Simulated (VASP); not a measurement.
Wanted: the native input for a VASP 6.6.1 run.

* Task: relaxation of shape and atoms at fixed volume
* Functional: LDA
* Potentials or basis: VASP PAW LDA potentials, release 64 (Al, N)
* Cutoff: 600 eV
* k mesh: 12 × 12 × 6
* Occupations: gaussian, width 0.03 eV
* Spin: no spin polarisation
* Further INCAR settings: ALGO = Normal; EDIFF = 1e-07; IBRION = 2; EDIFFG = -0.01; NSW = 40; ISIF = 4

The structure of AlN lies in POSCAR:

```
AlN                                     
1.0
    3.0281840200      0.0000000000      0.0000000000
   -1.5140920100      2.6224842887     -0.0000000000
    0.0000000000      0.0000000000      4.8469115261
  Al              N             
     2     2
Direct
     0.3333333332999970    0.6666666667000030    0.9990259567857883
     0.6666666667000030    0.3333333332999970    0.4990259567857884
     0.3333333332999970    0.6666666667000030    0.3809740432142142
     0.6666666667000030    0.3333333332999970    0.8809740432142142
```

The cell isn't the ideal one: a relaxed cell with its volume scaled by 0.94.

The input as run:

INCAR

```
ALGO = Normal
EDIFF = 1E-7
EDIFFG = -0.01
ENCUT = 600
GGA = CA
IBRION = 2
ISIF = 4
ISMEAR = 0
LASPH = T
LCHARG = F
LREAL = F
LWAVE = F
NELM = 80
NSW = 40
PREC = Accurate
SIGMA = 0.03
```

KPOINTS

```
k-points
0
Gamma
  12 12 6
```

Potentials or basis: VASP PAW LDA potentials, release 64 (Al, N).

Command:

```sh
$ cat potpaw_LDA.64/Al/POTCAR potpaw_LDA.64/N/POTCAR > POTCAR
$ mpirun -np 1 vasp_std > vasp.out
```

Results of the run:

```yaml
Energy_gained_by_relaxing: 0.2 meV/atom
Ionic_steps: 5
Pressure_after_relaxing: 14.7 GPa
Band_gap_on_the_k_mesh: 4.91 eV, indirect (least direct gap 4.93 eV)
```

Run time: 27 s on 1 thread of Intel(R) Xeon(R) 6975P-C (Granite Rapids), with other jobs on the host, peak memory 0.16 GiB.
